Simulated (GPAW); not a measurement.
Set up this calculation in GPAW 26.7.0, as an ASE script.

* Task: single point
* Functional: PBEsol
* Potentials or basis: PAW data sets generated in the run's folder for this functional
* Cutoff: 800 eV
* Basis: pw
* k mesh: 11 × 11 × 11
* Occupations: fermi-dirac, width 0.05 eV
* Spin: collinear spin, ferromagnetic start
* Starting moments: [3.0, 0.0] μB
* Maxiter: 150

FeO (Wuestite):

```
Fe O
1.0
     0.00000    2.15540    2.15540
     2.15540    0.00000    2.15540
     2.15540    2.15540    0.00000
Fe O
1 1
Direct
  0.00000 0.00000 0.00000
  0.50000 0.50000 0.50000
```

The input as run:

run.py

```python
from ase import Atoms
from ase.dft.bandgap import bandgap
from ase.io import write
from ase.units import Bohr, GPa
from gpaw import GPAW, PW, setup_paths
from gpaw.elf import elf_from_dft_calculation

setup_paths.insert(0, '.')

atoms = Atoms(['Fe', 'O'],
              cell=[[0.0, 2.1554, 2.1554],
                    [2.1554, 0.0, 2.1554],
                    [2.1554, 2.1554, 0.0]],
              scaled_positions=[[0.0, 0.0, 0.0],
                                [0.5, 0.5, 0.5]],
              pbc=True)
atoms.set_initial_magnetic_moments([3.0, 0.0])

calc = GPAW(mode=PW(800),
            xc='PBEsol',
            kpts={'size': (11, 11, 11), 'gamma': True},
            occupations={'name': 'fermi-dirac', 'width': 0.05},
            nbands=17,
            convergence={'density': 1e-05, 'energy': 1e-05},
            maxiter=150,
            txt='gpaw.txt')
atoms.calc = calc
energy = atoms.get_potential_energy()
forces = atoms.get_forces()
stress = atoms.get_stress()
calc.write('gs.gpw')
write('result.traj', atoms)
print(f'Energy: {energy:.6f} eV')
print('Forces (eV/A):')
print(forces.round(4))
print('Stress (GPa):', (stress / GPa).round(3))
print('Moments:', calc.get_magnetic_moments().round(3))
print('Fermi level:', round(calc.get_fermi_level(), 4), 'eV')
print(f'Gap: {bandgap(calc)[0]:.4f} eV, direct: {bandgap(calc, direct=True)[0]:.4f} eV')

# fields on the real-space grid
write('density.cube', atoms, data=calc.get_pseudo_density() * Bohr**3)
write('potential.cube', atoms, data=calc.get_electrostatic_potential())
write('spin.cube', atoms, data=(calc.get_pseudo_density(spin=0) - calc.get_pseudo_density(spin=1)) * Bohr**3)
write('elf.cube', atoms, data=elf_from_dft_calculation(calc).data)
```

Potentials or basis: PAW data sets generated in the run's folder for this functional, pw.

The run is started by

```bash
$ gpaw-setup -f PBEsol Fe O
$ OMP_NUM_THREADS=1 python run.py
```

Results of the run:

- Pressure: -7.0 GPa
- Band gap on the k mesh: none (metal or under the smearing width)
- Net moment: 4.00 μB per cell
- Site moments: Fe +3.54; O +0.24 μB

Caveat: a cell with one magnetic atom can't hold antiferromagnetic order, which such compounds often take; semilocal functionals often make such compounds metallic where correlation or magnetic order opens a gap, which also shifts bond lengths.

Wall time 30 s on 1 thread of Arm Neoverse V2 (shared host), peak memory 0.18 GiB.
